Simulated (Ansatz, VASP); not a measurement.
Si in VASP and in Ansatz

The input INCAR:

```
SYSTEM = Si
PREC = Accurate
ENCUT = 520
EDIFF = 1E-7
ISMEAR = -1
SIGMA = 0.05
LREAL = .FALSE.
LASPH = .TRUE.
NELM = 100
ALGO = Normal
ISIF = 2
LWAVE = .FALSE.
LCHARG = .FALSE.
GGA = PE
NBANDS = 16
```

File KPOINTS:

```
Automatic mesh
0
G
  8 8 8
  0 0 0
```

The input POSCAR:

```
Si
1.0
    0.0000000000      2.6055996016      4.5484568732
    2.3728198613      0.0000000000      4.5484568732
    2.3728198613      2.6055996016      0.0000000000
Si
4
Direct
    0.2202307000      0.2202307000      0.7797693000
    0.7797693000      0.7797693000      0.2202307000
    0.2726057200      0.7273942800      0.2726057200
    0.7273942800      0.2726057200      0.7273942800
```

The input input.yaml:

```yaml
crystal:
  lattice:
    - [0.0, 2.6055996016, 4.5484568732]
    - [2.3728198613, 0.0, 4.5484568732]
    - [2.3728198613, 2.6055996016, 0.0]
  atoms:
    - { symbol: Si, position: [0.2202307, 0.2202307, 0.7797693] }
    - { symbol: Si, position: [0.7797693, 0.7797693, 0.2202307] }
    - { symbol: Si, position: [0.27260572, 0.72739428, 0.27260572] }
    - { symbol: Si, position: [0.72739428, 0.27260572, 0.72739428] }
hamiltonian:
  xc: pbe
  pseudopotentials: { kind: paw }
kpoints:
  mp_grid: { grid: [8, 8, 8] }
scf:
  occupations: { method: fermi_dirac, width: 0.05 }
output:
  forces: true
  stress: true
  eigenvalues: true
```

Change from the starting cell: volume scaled by 0.94.

Alike in both runs: task single point; functional PBE; k mesh 8 × 8 × 8; occupations fermi-dirac, width 0.05 eV; no spin polarisation.

|  | VASP | Ansatz |
| --- | --- | --- |
| version | VASP 6.6.1 | Ansatz 0.2.0 |
| potentials or method | VASP PAW PBE potentials, release 64 (Si) | Ansatz PAW |
| plane-wave cutoff (eV) | 520 | 420 |
| valence electrons in the cell | 16 | 16 |

```tsv
	VASP	Ansatz	Ansatz less VASP
gap on the k mesh at the Fermi level (eV)	none	none	-
pressure (GPa)	11.9	12.0	+0.09
largest component of the traceless stress (GPa)	1.57	1.59	+0.017
rms of the force components (eV/Å)	0.108	0.110	+0.0023
```

Atom by atom the forces differ by 0.002 eV/Å (rms over components). A gap of «none» marks a metal or a gap that the smearing closes. The functional is the same, so the differences come from potentials, cutoffs and numerics.
